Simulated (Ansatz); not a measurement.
**SnO2: stress in a strained cell, part 1 of 2**

Aim: deform SnO2 (equal xx and yy strain of -1 %) and compute stress, forces and field gradients with LAPW, PAW and all-electron datasets made for the crystal.

Method: DFT LDA, scalar-relativistic, in Ansatz 0.2.0.

### Step 1. The system as given

The structure is tetragonal, space group P4_2/mnm (No. 136). The conventional cell has a = 4.737 Å, b = 4.737 Å, c = 3.186 Å, α = 90.00°, β = 90.00°, γ = 90.00°. Sn (site symmetry mmm) is surrounded by 6 O at 2.05 to 2.06 Å. O (site symmetry m2m) is surrounded by 3 Sn at 2.05 to 2.06 Å.

As a file:

```xyz
6
Lattice="4.7374 0.0000 0.0000 0.0000 4.7374 0.0000 0.0000 0.0000 3.1864" Properties=species:S:1:pos:R:3 pbc="T T T"
Sn    0.0000    0.0000    0.0000
Sn    2.3687    2.3687    1.5932
O     1.4478    1.4478    0.0000
O     0.9208    3.8165    1.5932
O     3.2895    3.2895    0.0000
O     3.8165    0.9208    1.5932
```

Atoms are numbered in the order of the input: Sn1, Sn2, O3, O4, O5, O6.

### Step 2. After the deformation

Space group P4_2/mnm before, P4_2/mnm after.

### Step 3. LAPW, all electrons

File input.yaml:

```yaml
crystal:
  lattice:
    - [4.6899765, 0.0, 0.0]
    - [0.0, 4.6899765, 0.0]
    - [0.0, 0.0, 3.1864]
  atoms:
    - { symbol: Sn, position: [0.0, 0.0, 0.0] }
    - { symbol: Sn, position: [0.5, 0.5, 0.5] }
    - { symbol: O, position: [0.30562, 0.30562, 0.0] }
    - { symbol: O, position: [0.19438, 0.80562, 0.5] }
    - { symbol: O, position: [0.69438, 0.69438, 0.0] }
    - { symbol: O, position: [0.80562, 0.19438, 0.5] }
kpoints:
  mp_grid: { grid: [4, 4, 6] }
  band_path:
    path:
      - [0.0, 0.0, 0.0]
      - [0.0, 0.5, 0.0]
      - [0.5, 0.5, 0.0]
      - [0.0, 0.0, 0.0]
      - [0.0, 0.0, 0.5]
      - [0.0, 0.5, 0.5]
      - [0.5, 0.5, 0.5]
      - [0.0, 0.0, 0.5]
      - [0.0, 0.5, 0.0]
    npoints: 5
scf:
  occupations: { method: fermi_dirac, width: 0.03 }
hamiltonian:
  xc: lda
  pseudopotentials: { kind: all_electron, lapw: { basis_error: 0.001 } }
output:
  forces: true
  stress: true
  eigenvalues: true
```

Launch:

```sh
$ ansatz run input.yaml --threads 2 --pin off --max-ram 8192MiB --backend cpu --events-out ev --progress --plain --runs-dir out
```

The log of the run:

```text
LAPW: plane waves up to 10.527 Å⁻¹, error target 1.0e-3 eV per atom; small_component_spin mean_spin; O in spheres of 0.893 Å, 8 of its electrons in bands, Dirac shells []; Sn in spheres of 1.134 Å, 32 of its electrons in bands, Dirac shells []
Engine: ansatz 0.2.0
Pseudopotentials: kind: all_electron
Pseudopotential: Sn, LAPW, valence charge 32, Koelling and Harmon's equation, gaussian nucleus
Pseudopotential: O, LAPW, valence charge 8, Koelling and Harmon's equation, gaussian nucleus
Functional definition: SPW92
  exchange = slater_x
  correlation = pw_c
Crystal: 6 atoms, lattice volume = 70.088 Å³
Basis set: ecut = 422.2250025858351 eV, 1411 PW (Γ), exchange–correlation at level 2
Bands: 58, of which v1, the nominal top of the filled ones, is band 48 counted from 1 (47 counted from 0)
Symmetry: 16 space group operations
Space group: P42/mnm (ITA 136), of the structure as read, at distance tolerance 4.1e-5 Å
k-points: 24 of 96
Non-local potential: Sn, projectors of the file, none
Non-local potential: O, projectors of the file, none
Initial density: superposition of atomic densities (chi_scale 0.1, normalization cell, long waves kept (reshape's long-wave potential 0.00 eV rms))
Initial wavefunctions: plane waves of lowest kinetic energy (no species holds an atomic orbital)
Functional: x = slater, c = lda
iter 1 solved again at ethr=1.27e-2 eV; its pass at ethr=1.00e-1 eV (dr2=1.22e1 eV) is discarded
SCF iter   1: F=—  HF=-344041.362896 eV  |F-HF|=—  |Δ(HF+E_count)|=         —  Δρ=1.26e-1  dr2=1.22e1  ethr=1.27e-2  ⟨swp⟩=2.0  Hψ=8569  notcnv=0
preconditioner: auto → Resta (q_TF=auto, 2.875 Å⁻¹)  ε∞=3.2  [insulator: Δε(μ)=3.721 eV  Ē_g=21.396 eV  σ=0.030 eV  W_gap=1.00  n_scr=30 (ndim 8)  ℏωp=32.0 eV  f_vac=0.062  D(μ)=0.00/eV (n_scr^D=0)  ε∞_Penn≈3.2]
iter 2 solved again at ethr=3.24e-4 eV; its pass at ethr=1.27e-2 eV (dr2=3.11e-1 eV) is discarded
SCF iter   2: F=—  HF=-344035.607601 eV  |F-HF|=—  |Δ(HF+E_count)|=    5.76e0  Δρ=2.47e-2  dr2=3.09e-1  ethr=3.24e-4  ⟨swp⟩=2.5  Hψ=7176  notcnv=0
SCF iter   3: F=—  HF=-344035.268143 eV  |F-HF|=—  |Δ(HF+E_count)|=         —  Δρ=2.55e-2  dr2=5.45e-1  ethr=3.22e-4  ⟨swp⟩=3.0  Hψ=4431  notcnv=0
the basis was enlarged: its passes take 4.4 MiB over the memory plan, 2 of 2 planned eigensolver slots
SCF iter   4: F=—  HF=-344035.129950 eV  |F-HF|=—  |Δ(HF+E_count)|=   1.38e-1  Δρ=3.52e-3  dr2=5.45e-3  ethr=3.22e-4  ⟨swp⟩=2.3  Hψ=4189  notcnv=0
SCF iter   5: F=—  HF=-344035.118475 eV  |F-HF|=—  |Δ(HF+E_count)|=   1.15e-2  Δρ=1.41e-3  dr2=6.41e-4  ethr=5.67e-6  ⟨swp⟩=2.0  Hψ=3984  notcnv=0
SCF iter   6: F=—  HF=-344035.117416 eV  |F-HF|=—  |Δ(HF+E_count)|=   1.06e-3  Δρ=2.36e-4  dr2=4.56e-5  ethr=6.68e-7  ⟨swp⟩=3.0  Hψ=4241  notcnv=0
SCF iter   7: F=—  HF=-344035.117411 eV  |F-HF|=—  |Δ(HF+E_count)|=   4.98e-6  Δρ=5.08e-5  dr2=1.92e-6  ethr=4.75e-8  ⟨swp⟩=2.0  Hψ=3984  notcnv=0
SCF iter   8: F=-344035.117411 eV  HF=-344035.117411 eV  |F-HF|=1.51e-8  |Δ(HF+E_count)|=   2.26e-8  Δρ=7.65e-6  dr2=5.88e-8  ethr=2.00e-9  ⟨swp⟩=2.0  Hψ=3984  notcnv=0
SCF 1 converged in 8 iterations: F = -344035.117411 eV  dr2 = 5.88e-8
NSCF: frozen V_eff on 41 k-points
SCF converged after 8 iterations
Free energy (F): -344035.117411 eV
Harris-Foulkes:  -344035.117411 eV  (|F-HF|=1.51e-8)
Internal energy: -344035.117411 eV  (E = F + TS)
E sigma→0 (E₀):  -344035.117411 eV
Fermi energy:    12.481939 eV
--- Per-component energies (eV) ---
  E_band       = -14318.319369
  E_kinetic    = 361285.759044
  E_xc         = -9590.765553
  E_electrostatic = -695730.110902  (all electrons and nuclei)
  E_smearing   = -0.000000  (= −TS)
  E_closure    = 0.000000  (closes the sum)
  E_atoms      = -343992.751054  (free atoms, spherical and without spin; not in F)
  Σ components = -344035.117411   (vs F -344035.117411, Δ=0.00e0)
  Basis errors (estimates in eV, not in F): energy 4.4e-4 per atom: plane waves 4.0e-4 (2.5e-4 summed), levels above the bands 1.4e-174, relativity 1.1e-8, radial functions 3.6e-5, core shells 4.5e-7; eigenvalues (radial functions only) 2.0e-5; not estimated: angular momenta, meshes, grids; target (lapw.basis_error) 1.0e-3; muffin-tin radii O 0.893 Å, Sn 1.134 Å
--- Forces (eV/Å), atoms counted from 1 ---
  atom   1  Sn     0.00000000    -0.00000000     0.00000000
  atom   2  Sn    -0.00000000     0.00000000     0.00000000
  atom   3  O      0.03478244     0.03478244     0.00000000
  atom   4  O     -0.03478244     0.03478244     0.00000000
  atom   5  O     -0.03478244    -0.03478244     0.00000000
  atom   6  O      0.03478244    -0.03478244     0.00000000
  max |Σ_I F_I| component: 6.94e-18 eV/Å
--- Stress (GPa, compression-positive) ---
        3.344028       0.000000       0.000000
        0.000000       3.344028       0.000000
        0.000000       0.000000       2.760103
  P = ⅓ Tr σ = 3.1494 GPa (31.494 kbar)
--- Band table (eV; the first three rows and the last of 24) ---
  k-point 0: bands = ["-488.5137", "-488.5137", "-488.5137", "-488.5137", "-454.9447", "-454.9447", "-454.9364", "-454.9364", "-454.9229", "-454.9229", "-454.9121", "-454.9121", "-454.8999", "-454.8999", "-115.4178", "-115.4178", "-71.4037", "-71.4037", "-71.3662", "-71.3659", "-71.3509", "-71.3509", "-9.2421", "-8.4159", "-8.1207", "-8.1078", "-8.1078", "-8.0448", "-7.9564", "-7.8533", "-7.8376", "-7.8376", "-7.0485", "-5.0549", "-5.0549", "-3.0882", "3.4833", "7.6124", "7.6124", "7.6707", "8.5491", "9.7417", "9.9357", "10.5496", "10.5496", "11.0138", "11.0138", "11.8227", "13.1411", "17.8719", "17.9520", "17.9520", "22.0184", "22.1138", "24.0360", "24.0360", "24.3527", "24.3551"]
  k-point 1: bands = ["-488.5137", "-488.5137", "-488.5137", "-488.5137", "-454.9447", "-454.9447", "-454.9364", "-454.9364", "-454.9229", "-454.9229", "-454.9121", "-454.9121", "-454.8999", "-454.8999", "-115.4178", "-115.4177", "-71.4036", "-71.4036", "-71.3674", "-71.3671", "-71.3509", "-71.3509", "-9.1117", "-8.3573", "-8.3573", "-8.2642", "-8.0671", "-8.0629", "-7.9441", "-7.8739", "-7.8739", "-7.8549", "-6.8866", "-4.6319", "-4.6319", "-3.3165", "3.4422", "7.5075", "7.8666", "7.8666", "8.1890", "8.7355", "9.6099", "9.6099", "9.6916", "11.0329", "11.0329", "11.5735", "14.6138", "18.4001", "19.0543", "19.0543", "20.8028", "23.3704", "23.9045", "23.9045", "23.9283", "24.3030"]
  k-point 2: bands = ["-488.5137", "-488.5137", "-488.5137", "-488.5137", "-454.9447", "-454.9447", "-454.9364", "-454.9364", "-454.9229", "-454.9229", "-454.9121", "-454.9121", "-454.8999", "-454.8999", "-115.4177", "-115.4177", "-71.4034", "-71.4034", "-71.3697", "-71.3695", "-71.3507", "-71.3507", "-8.8026", "-8.7534", "-8.7534", "-8.2558", "-7.9400", "-7.9314", "-7.9314", "-7.9157", "-7.9146", "-7.8632", "-6.2716", "-4.0506", "-3.8691", "-3.8691", "3.5756", "6.0378", "7.4950", "7.9948", "7.9948", "8.7116", "8.7116", "8.8818", "9.2685", "10.7912", "10.7912", "10.9096", "16.6487", "18.7494", "20.5212", "21.0659", "21.0659", "22.8684", "23.4295", "23.4295", "24.2542", "24.4488"]
  k-point 23: bands = ["-488.5137", "-488.5137", "-488.5137", "-488.5137", "-454.9447", "-454.9447", "-454.9364", "-454.9364", "-454.9229", "-454.9229", "-454.9121", "-454.9121", "-454.8999", "-454.8999", "-115.4176", "-115.4176", "-71.4033", "-71.4033", "-71.3708", "-71.3708", "-71.3507", "-71.3507", "-8.9346", "-8.9346", "-8.4988", "-8.4988", "-7.9620", "-7.9620", "-7.8753", "-7.8753", "-7.8371", "-7.8371", "-4.9623", "-4.9623", "-3.5974", "-3.5974", "3.5569", "3.5569", "6.6007", "6.6007", "9.1821", "9.1821", "9.4357", "9.4357", "10.8347", "10.8347", "10.9689", "10.9689", "16.6634", "16.6634", "20.5745", "20.5745", "22.6912", "22.6912", "22.9501", "22.9501", "24.8841", "24.8841"]
```

Run time: 20 s. Hardware: 2 threads of Intel Xeon 6975P-C (Granite Rapids), shared host; peak memory 0.6 GiB.

Read from it: pressure 3.15 GPa; gap 1.32 eV, direct at Γ; largest force 0.049 eV/Å.

### Step 4. PAW with frozen cores

File input.yaml:

```yaml
crystal:
  lattice:
    - [4.6899765, 0.0, 0.0]
    - [0.0, 4.6899765, 0.0]
    - [0.0, 0.0, 3.1864]
  atoms:
    - { symbol: Sn, position: [0.0, 0.0, 0.0] }
    - { symbol: Sn, position: [0.5, 0.5, 0.5] }
    - { symbol: O, position: [0.30562, 0.30562, 0.0] }
    - { symbol: O, position: [0.19438, 0.80562, 0.5] }
    - { symbol: O, position: [0.69438, 0.69438, 0.0] }
    - { symbol: O, position: [0.80562, 0.19438, 0.5] }
kpoints:
  mp_grid: { grid: [4, 4, 6] }
scf:
  occupations: { method: fermi_dirac, width: 0.03 }
hamiltonian:
  xc: lda
  pseudopotentials: { kind: paw }
output:
  forces: true
  stress: true
  eigenvalues: true
  efg: { contact_densities: true }
```

Launch:

```sh
$ ansatz run input.yaml --threads 2 --pin off --max-ram 8192MiB --backend cpu --events-out ev --progress --plain --runs-dir out
```

The log of the run:

```text
Sn: output.efg is read without spin–orbit coupling, which moves field gradients at and beside such atoms by some per cent and up to a factor of two; PAW files take it under magnetization.noncollinear and magnetization.spin_orbit
[... 1 set-up line as earlier in the session ...]
Pseudopotentials: kind: paw
Pseudopotential: Sn, paw, valence charge 14, recommended cutoff 420 eV (normal)
Pseudopotential: O, paw, valence charge 6, recommended cutoff 420 eV (normal)
[... 3 set-up lines as earlier in the session ...]
Crystal: 6 atoms, lattice volume = 70.088 Å³
Basis set: ecut = 420 eV, 1395 PW (Γ)
Bands: 32, of which v1, the nominal top of the filled ones, is band 26 counted from 1 (25 counted from 0)
[... 2 set-up lines as earlier in the session ...]
k-points: 24 of 96
Non-local potential: Sn, projectors of the file, l = 0: 2, l = 1: 2, l = 2: 2, l = 3: 2
Non-local potential: O, projectors of the file, l = 0: 2, l = 1: 2, l = 2: 1
PAW form: soft (Blöchl's): semilocal exchange-correlation on the pseudo side does not see the compensation charge
PAW frozen core: Sn, regenerated for the run's functional, and the local potential with it (the file was generated under x = pbe(κ = 0.804, μ = 0.2195149727645171), c = pbe(β = 0.06672455060314922))
PAW frozen core: O, regenerated for the run's functional, and the local potential with it (the file was generated under x = pbe(κ = 0.804, μ = 0.2195149727645171), c = pbe(β = 0.06672455060314922))
PAW one-centre angular grid: Sn, 590 points (default); XC on 64 Gauss nodes
PAW one-centre angular grid: O, 110 points (default); XC on 64 Gauss nodes
Initial density: superposition of atomic densities (neutral atoms: chi_scale 0, normalization atom), corrected by the library's trained network
Initial wavefunctions: pseudopotential atomic-orbital guess
[... 1 set-up line as earlier in the session ...]
SCF iter   1: F=—  HF=-13980.413715 eV  |F-HF|=—  |Δ(HF+E_count)|=         —  Δρ=1.88e-2  dr2=2.05e-1  ethr=1.77e-3  ⟨swp⟩=6.3  Hψ=3413  notcnv=0  defer=3
preconditioner: auto → Resta (q_TF=auto, 2.596 Å⁻¹)  ε∞=3.7  [insulator: Δε(μ)=1.145 eV  Ē_g=19.571 eV  σ=0.030 eV  W_gap=1.00  n_scr=18 (ndim 8)  ℏωp=32.0 eV  f_vac=0.020  D(μ)=0.00/eV (n_scr^D=0)  ε∞_Penn≈3.7]
SCF iter   2: F=—  HF=-13980.353656 eV  |F-HF|=—  |Δ(HF+E_count)|=   6.01e-2  Δρ=4.94e-3  dr2=6.89e-3  ethr=3.94e-4  ⟨swp⟩=2.2  Hψ=1325  notcnv=0  defer=41
SCF iter   3: F=—  HF=-13980.351296 eV  |F-HF|=—  |Δ(HF+E_count)|=   2.36e-3  Δρ=2.11e-3  dr2=1.66e-3  ethr=1.32e-5  ⟨swp⟩=2.0  Hψ=1425  notcnv=0  defer=17
automatic band count: iteration 3 solves 31 bands in place of 32: the levels show a gap, and the empty bands left out lie too high to hold charge; the band table lists the bands solved (type scf.n_extra_bands for more)
SCF iter   4: F=—  HF=-13980.350756 eV  |F-HF|=—  |Δ(HF+E_count)|=   5.40e-4  Δρ=3.73e-4  dr2=6.39e-5  ethr=3.19e-6  ⟨swp⟩=2.0  Hψ=1282  notcnv=0  defer=17
SCF iter   5: F=—  HF=-13980.350750 eV  |F-HF|=—  |Δ(HF+E_count)|=   5.68e-6  Δρ=7.07e-5  dr2=2.56e-6  ethr=1.23e-7  ⟨swp⟩=1.1  Hψ=729  notcnv=0  defer=17
SCF iter   6: F=-13980.350751 eV  HF=-13980.350751 eV  |F-HF|=2.39e-8  |Δ(HF+E_count)|=   7.72e-7  Δρ=8.04e-6  dr2=6.06e-8  ethr=1.92e-10  ⟨swp⟩=7.6  Hψ=3758  notcnv=0
SCF 1 converged in 6 iterations: F = -13980.350751 eV  dr2 = 6.06e-8
SCF converged after 6 iterations
Free energy (F): -13980.350751 eV
Harris-Foulkes:  -13980.350751 eV  (|F-HF|=2.39e-8)
Internal energy: -13980.350751 eV  (E = F + TS)
E sigma→0 (E₀):  -13980.350751 eV
Fermi energy:    10.134181 eV
--- Per-component energies (eV) ---
  E_band       = -115.322790
  E_kinetic    = 1083.634842
  E_local      = -2815.861920  (includes V_loc(G=0)·N_el)
  E_nonlocal   = 151.384852
  E_hartree    = 1463.153555
  E_xc         = -1042.617940
  E_vxc        = -565.229053  (∫ρ·V_xc dr)
  E_paw        = -8603.369045  (= ΣΔE_a)
  E_vpaw       = -895.581104  (= ΣTr[D̂ρ^β])
  E_aug_tail   = 0.010145  (compensation charges beyond the density's cutoff)
  E_ewald      = -4217.922721
  E_core_change = 1.237482  (= ΣΔE_core)
  E_smearing   = -0.000000  (= −TS)
  E_closure    = -0.000000  (closes the sum)
  Σ components = -13980.350751   (vs F -13980.350751, Δ=0.00e0)
--- Forces (eV/Å), atoms counted from 1 ---
  atom   1  Sn     0.00000000    -0.00000000     0.00000000
  atom   2  Sn     0.00000000     0.00000000     0.00000000
  atom   3  O      0.03320002     0.03320002     0.00000000
  atom   4  O     -0.03320002     0.03320002     0.00000000
  atom   5  O     -0.03320002    -0.03320002     0.00000000
  atom   6  O      0.03320002    -0.03320002     0.00000000
  max |Σ_I F_I| component: 6.94e-18 eV/Å
--- Stress (GPa, compression-positive) ---
        3.236146       0.000000       0.000000
        0.000000       3.236146       0.000000
        0.000000       0.000000       2.636715
  P = ⅓ Tr σ = 3.0363 GPa (30.363 kbar)
--- PAW observables at the nuclei: V_zz in 10²¹ V/m², potentials from the cell's mean, atoms counted from 1 ---
  atom   1  Sn V_zz =    +6.725808   η = 0.1812   by run symmetry: allowed
            electrostatic potential = -8174.617074 V   contact ρ = 1231309.181692 e/Å³
  atom   2  Sn V_zz =    +6.725808   η = 0.1812   by run symmetry: allowed
            electrostatic potential = -8174.617074 V   contact ρ = 1231309.181692 e/Å³
  atom   3  O  V_zz =   -10.275813   η = 0.1131   by run symmetry: allowed
            electrostatic potential = -627.145168 V   contact ρ = 2124.624837 e/Å³
  atom   4  O  V_zz =   -10.275813   η = 0.1131   by run symmetry: allowed
            electrostatic potential = -627.145168 V   contact ρ = 2124.624837 e/Å³
  atom   5  O  V_zz =   -10.275813   η = 0.1131   by run symmetry: allowed
            electrostatic potential = -627.145168 V   contact ρ = 2124.624837 e/Å³
  atom   6  O  V_zz =   -10.275813   η = 0.1131   by run symmetry: allowed
            electrostatic potential = -627.145168 V   contact ρ = 2124.624837 e/Å³
--- Band table (eV; the first three rows and the last of 24) ---
  k-point 0: bands = ["-11.5735", "-10.7489", "-10.4605", "-10.4406", "-10.4406", "-10.3795", "-10.2932", "-10.1897", "-10.1692", "-10.1692", "-9.3945", "-7.4016", "-7.4016", "-5.4304", "1.1357", "5.2672", "5.2672", "5.3245", "6.2043", "7.3968", "7.5901", "8.2026", "8.2026", "8.6698", "8.6698", "9.4771", "10.7912", "15.5271", "15.6089", "15.6089", "19.6778"]
  k-point 1: bands = ["-11.4427", "-10.6914", "-10.6914", "-10.5939", "-10.4069", "-10.4004", "-10.2809", "-10.2057", "-10.2057", "-10.1914", "-9.2330", "-6.9774", "-6.9774", "-5.6590", "1.0948", "5.1617", "5.5215", "5.5215", "5.8432", "6.3912", "7.2641", "7.2641", "7.3457", "8.6886", "8.6886", "9.2286", "12.2649", "16.0545", "16.7108", "16.7108", "18.4645"]
  k-point 2: bands = ["-11.1330", "-11.0890", "-11.0890", "-10.5847", "-10.2796", "-10.2633", "-10.2633", "-10.2541", "-10.2512", "-10.1996", "-8.6178", "-6.3938", "-6.2137", "-6.2137", "1.2283", "3.6912", "5.1486", "5.6490", "5.6490", "6.3661", "6.3661", "6.5359", "6.9244", "8.4466", "8.4466", "8.5650", "14.3011", "16.4030", "18.1805", "18.7209", "18.7209"]
  k-point 23: bands = ["-11.2708", "-11.2708", "-10.8292", "-10.8292", "-10.2939", "-10.2939", "-10.2118", "-10.2118", "-10.1755", "-10.1755", "-7.3067", "-7.3067", "-5.9416", "-5.9416", "1.2094", "1.2094", "4.2550", "4.2550", "6.8366", "6.8366", "7.0902", "7.0902", "8.4901", "8.4901", "8.6244", "8.6244", "14.3194", "14.3194", "18.2332", "18.2332", "20.3436"]
```

It took 1.6 s on 2 threads of Intel Xeon 6975P-C (Granite Rapids), shared host; peak memory 0.41 GiB.

This run gives: pressure 3.04 GPa; gap on the k mesh 1.31 eV; largest force 0.047 eV/Å; Vzz Sn1 6.73 (η = 0.18), O3 -10.28 (η = 0.11) (10²¹ V/m²).

(Continued in part 2 of 2.)
